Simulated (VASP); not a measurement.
# A VASP 6.6.1 single-point calculation on NaCl

INCAR

```
NELM = 57
ISMEAR = 0
NBANDS = 14
ENCUT = 520
EDIFF = 1E-7
SIGMA = 0.01
BMIX = 2
LREAL = .FALSE.
IBRION = -1
NSW = 0
LASPH = .TRUE.
ISIF = 2
PREC = Accurate
LCHARG = .FALSE.
GGA = PS
LWAVE = .FALSE.
```

KPOINTS

```
KPOINTS created by Atomic Simulation Environment
0
Gamma
8 8 8
0 0 0
```

POSCAR

```
Na Cl
 1.0000000000000000
     0.0000000000000000    2.7186178606000002    2.7186178606000002
     2.7186178606000002    0.0000000000000000    2.7186178606000002
     2.7186178606000002    2.7186178606000002    0.0000000000000000
 Na  Cl
   1   1
Cartesian
  0.0000000000000000  0.0000000000000000  0.0000000000000000
  2.7186178606000002  2.7186178606000002  2.7186178606000002
```

The recommended PBE PAW datasets give the neutral cell 14 valence electrons.

Command

```
mpirun -np 1 vasp_std
```

**Question.** How does this run end, and what does it give?

**Answer.** It converged. Results: gap between bands v and c on the k mesh 5.37 eV; least direct gap on the k mesh 5.37 eV; pressure 2.9 GPa. Band v is the last that the valence electrons fill when counted band by band, and c is the next.

OSZICAR

```
N       E                     dE             d eps       ncg     rms          rms(c)
DAV:   1     0.974106690468E+02    0.97411E+02   -0.70743E+03   820   0.104E+03
DAV:   2     0.256085343919E+00   -0.97155E+02   -0.89665E+02   902   0.272E+02
DAV:   3    -0.700407104888E+01   -0.72602E+01   -0.72203E+01  1022   0.695E+01
DAV:   4    -0.711561544904E+01   -0.11154E+00   -0.11151E+00   968   0.924E+00
DAV:   5    -0.711804548664E+01   -0.24300E-02   -0.24299E-02  1024   0.137E+00    0.198E+00
DAV:   6    -0.700569622042E+01    0.11235E+00   -0.94844E-02  1022   0.239E+00    0.142E+00
DAV:   7    -0.696305535562E+01    0.42641E-01   -0.15558E-01  1032   0.275E+00    0.765E-01
DAV:   8    -0.696551100431E+01   -0.24556E-02   -0.78455E-03   920   0.911E-01    0.321E-01
DAV:   9    -0.696539936395E+01    0.11164E-03   -0.18963E-04  1058   0.172E-01    0.211E-01
DAV:  10    -0.696549435234E+01   -0.94988E-04   -0.44199E-04   962   0.294E-01    0.222E-02
DAV:  11    -0.696548879628E+01    0.55561E-05   -0.29779E-05  1022   0.738E-02    0.682E-03
DAV:  12    -0.696549092289E+01   -0.21266E-05   -0.34222E-06   962   0.144E-02    0.819E-03
DAV:  13    -0.696549021553E+01    0.70736E-06   -0.78319E-07   962   0.639E-03    0.128E-03
DAV:  14    -0.696549010690E+01    0.10863E-06   -0.81798E-08   940   0.317E-03    0.244E-03
DAV:  15    -0.696549029582E+01   -0.18892E-06   -0.63091E-08   792   0.148E-03    0.432E-04
DAV:  16    -0.696549027007E+01    0.25753E-07   -0.49003E-09   520   0.801E-04
   1 F= -.69654903E+01 E0= -.69654903E+01  d E =-.736482-102
```

For comparison, a separate PBE run of the intended cell, on usual settings and not on those above, gives a gap of 5.57 eV on its mesh and a pressure of 4.5 GPa.
